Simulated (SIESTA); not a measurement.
Runs of SIESTA 5.4.2 on InAs. Symmetry: F-43m, No. 216, cubic system. Conventional cell: a = 6.036 Å, b = 6.036 Å, c = 6.036 Å, α = 90.00°, β = 90.00°, γ = 90.00°. In (site symmetry -43m) is surrounded by 4 As at 2.61 Å. As (site symmetry -43m) is surrounded by 4 In at 2.61 Å. 

| level | potentials or basis | energy shift | gap on the mesh (eV) | pressure (GPa) |
| --- | --- | --- | --- | --- |
| PBE | PseudoDojo 0.4 standard (PBE files), DZ (energy shift 0.003 Ry; two zetas on semicore shells) | 0.003 Ry | none | 4.5 |
| PBE | PseudoDojo 0.4 standard (PBE files), DZP (energy shift 0.003 Ry; two zetas on semicore shells) | 0.003 Ry | none | 4.4 |
| PBEsol | PseudoDojo 0.4 standard (PBEsol files), DZP (energy shift 0.003 Ry; two zetas on semicore shells) | 0.003 Ry | none | (a) |
| PBE | PseudoDojo 0.4 standard (PBE files), TZP (energy shift 0.01 Ry) | 0.01 Ry | none | 4.4 |
| PBE | SG15 1.2 (PBE files) or PseudoDojo by element, DZP (energy shift 0.003 Ry; two zetas on semicore shells) | 0.003 Ry | none | 5.1 |

Alike in all rows: task band structure; no spin polarisation; cell as given; k mesh 8 × 8 × 8; smearing fermi-dirac 0.05 eV; grid cutoff 500 Ry.

Q: Fill in the values left out.

A: (a) 1.7.

Caveats: spin-orbit coupling is left out, which moves the levels of the heavy elements; the basis of atomic orbitals isn't converged, which shifts pressures, moduli and gaps; the basis has no polarisation orbitals (some runs); semicore shells carry a single zeta, which can move pressures by several GPa and volumes by a few percent (some runs).

A k mesh can miss the band edges, and the runs leave out spin-orbit coupling on As, In.

A gap of «none» marks a metal or a gap under the smearing width.

The runs don't all hold the same shells in valence.
